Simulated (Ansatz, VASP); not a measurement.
**One calculation of Au, two programs**

```
Au
1.0
     2.24167   -3.79922    0.00000
     2.24167    3.79922    0.00000
     0.00000    0.00000    4.48931
Au
4
Direct
  0.15250 0.84750 0.07850
  0.65250 0.34750 0.42150
  0.84750 0.15250 0.92150
  0.34750 0.65250 0.57850
```

Alike in both runs: task single point; functional r2SCAN; k mesh 6 × 6 × 4; occupations gaussian, width 0.1 eV; no spin polarisation.

```csv
,VASP,Ansatz
version,VASP 6.6.1,Ansatz 0.2.0
potentials or method,"VASP PAW PBE potentials, release 64 (Au)","scalar-relativistic, plane waves, PAW"
plane-wave cutoff (eV),520,500
valence electrons in the cell,44,76
```

VASP gave:

| Item | Value |
| --- | --- |
| gap on the k mesh at the Fermi level (eV) | none |
| pressure (GPa) | 19.1 |
| largest component of the traceless stress (GPa) | 13.22 |
| rms of the force components (eV/Å) | 1.183 |

Which values does Ansatz return?

gap on the k mesh at the Fermi level (eV): none; pressure (GPa): 18.7; largest component of the traceless stress (GPa): 13.19; rms of the force components (eV/Å): 1.186.

Atom by atom the forces differ by 0.003 eV/Å (rms over components). A gap of «none» marks a metal or a gap that the smearing closes. With one functional, cell and mesh, what is left measures potentials, basis and numerics. The two sets of potentials don't hold the same shells in valence.

Caveats: so large a pressure means that the cell lies far from this level's equilibrium, or that cutoff or potentials fall short (VASP); the potentials were made for another functional, which shifts forces and pressure (VASP). Spin-orbit coupling is left out, which matters for the levels of Au.
